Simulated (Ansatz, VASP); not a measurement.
One calculation of TiSi2, two programs

```
CELL_PARAMETERS angstrom
-1.50604 1.72827 4.09186
1.50604 -1.72827 4.09186
1.50604 1.72827 -4.09186
ATOMIC_POSITIONS crystal
Ti 0.00000 0.00000 0.00000
Si 0.32964 0.32964 0.00000
Si 0.67036 0.67036 0.00000
```

Alike in both runs: task single point; functional PBE; k mesh 24 × 24 × 24; occupations gaussian, width 0.15 eV; no spin polarisation.

|  | VASP | Ansatz |
| --- | --- | --- |
| version | VASP 6.6.1 | Ansatz 0.2.0 |
| potentials or method | VASP PAW PBE potentials, release 64 (Ti_sv, Si) | scalar-relativistic, plane waves, PAW |
| plane-wave cutoff (eV) | 520 | 420 |
| valence electrons in the cell | 20 | 20 |

```csv
,VASP,Ansatz,Ansatz less VASP
gap on the k mesh at the Fermi level (eV),none,none,-
pressure (GPa),0.5,0.5,+0.04
largest component of the traceless stress (GPa),5.37,5.38,+0.011
rms of the force components (eV/Å),0.050,0.050,+0.0002
```

Atom by atom the forces differ by 0.000 eV/Å (rms over components). A gap of «none» marks a metal or a gap that the smearing closes.
